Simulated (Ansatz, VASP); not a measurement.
## BN: VASP beside Ansatz

```
B N
1.0
     2.55458    0.00000    0.00000
    -1.27729    2.21233    0.00000
     0.00000    0.00000    4.22451
B N
2 2
Direct
  0.66667 0.33333 0.99981
  0.33333 0.66667 0.49981
  0.73048 0.46096 0.64920
  0.39714 0.79429 0.14920
```

Change from the starting cell: all N atoms moved -0.300 Å, as atom 3 towards its neighbour atom 2 (B) at 1.567 Å.

Alike in both runs: task single point; functional PBE; k mesh 12 × 12 × 6; occupations gaussian, width 0.05 eV; no spin polarisation.

|  | VASP | Ansatz |
| --- | --- | --- |
| version | VASP 6.6.1 | Ansatz 0.2.0 |
| potentials or method | VASP PAW PBE potentials, release 64 (B, N) | scalar-relativistic, plane waves, PAW |
| plane-wave cutoff (eV) | 520 | 420 |
| valence electrons in the cell | 16 | 16 |

|  | VASP | Ansatz | Ansatz less VASP |
| --- | --- | --- | --- |
| gap on the k mesh at the Fermi level (eV) | 2.55 | 2.57 | +0.015 |
| least direct gap on the mesh (eV) | 5.68 | 5.68 | +0.005 |
| pressure (GPa) | 20.3 | 20.2 | -0.08 |
| largest component of the traceless stress (GPa) | 18.86 | 18.98 | +0.124 |
| rms of the force components (eV/Å) | 3.272 | 3.270 | -0.0021 |

Atom by atom the forces differ by 0.004 eV/Å (rms over components). The functional is the same, so the differences come from potentials, cutoffs and numerics.

Caveats: so large a pressure means that the cell lies far from this level's equilibrium, or that cutoff or potentials fall short (VASP); forces of over 1 eV/Å show positions far from the minimum, so gaps and moduli don't describe the material at rest. A k mesh can miss the band edges.
